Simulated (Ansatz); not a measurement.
Reactions of C₁₀H₁₄O (`CC(C)(C)c1ccc(O)cc1`).

Computed with Ansatz on PBE0-D4/def2-TZVP structures; ΔE is electronic, products minus reactants. CCSD(T)/CBS is the MP2 limit (def2-TZVPP, def2-QZVPP) plus CCSD(T) − MP2 in def2-TZVPP, frozen cores. This one scheme is used for every species, atoms too. For atomizations the MP2-based limit and the directly extrapolated one differ by several kJ/mol either way, and by 10 to 25 for some Ge, Se and Sn compounds, so smaller differences from it don't rank the levels. DFT in def2-TZVPP. No spin–orbit coupling; open shells (•) take unrestricted orbitals. Spin–orbit coupling would lower the free atoms: a little for C, O. Each species was taken in one conformer, which may not be the lowest.

| reaction | MP2/CBS(def2) (kcal/mol) | ωB97M-V (kcal/mol) | CCSD/CBS(def2) (kcal/mol) |
| --- | --- | --- | --- |
| `CC(C)(C)c1ccc(O)cc1` + CH₄ → `Cc1ccc(C(C)(C)C)cc1` + H₂O | -8.1 | -3.9 | -6.7 |
| `CC(C)(C)c1ccc(O)cc1` → 10 C• + 14 H• + O• | 2708.2 | 2660.3 | 2604.7 |
| `CC(C)(C)c1ccc(O)cc1` + `O[Si](Cl)(Cl)Cl` → `CC(C)(C)O[Si](Cl)(Cl)Cl` + `Oc1ccccc1` | 8.6 | 4.2 | 5.0 |
| `CC(C)(C)c1ccc(O)cc1` + H₂ → `Oc1ccccc1` + `CC(C)C` | -8.4 | -12.8 | -14.1 |
| `CC(C)(C)c1ccc(O)cc1` + H₂O → `Oc1ccc(O)cc1` + `CC(C)C` | 13.8 | 7.3 | 9.4 |
| `CC(C)(C)c1ccc(O)cc1` + `CCN[SiH3]` → `CCN([SiH3])C(C)(C)C` + `Oc1ccccc1` | 9.2 | 6.8 | 7.9 |
| `CC(C)(C)c1ccc(O)cc1` → `Oc1ccccc1` + `C=C(C)C` | 27.9 | 23.2 | 22.1 |

Give the CCSD(T)/CBS values in the same order. (Best estimate.)

Computed: -6.6, 2648.7, 5.8, -11.6, 10.6, 7.7, 23.6 kcal/mol.

Largest T1 diagnostic: 0.012, for `Oc1ccc(O)cc1`.
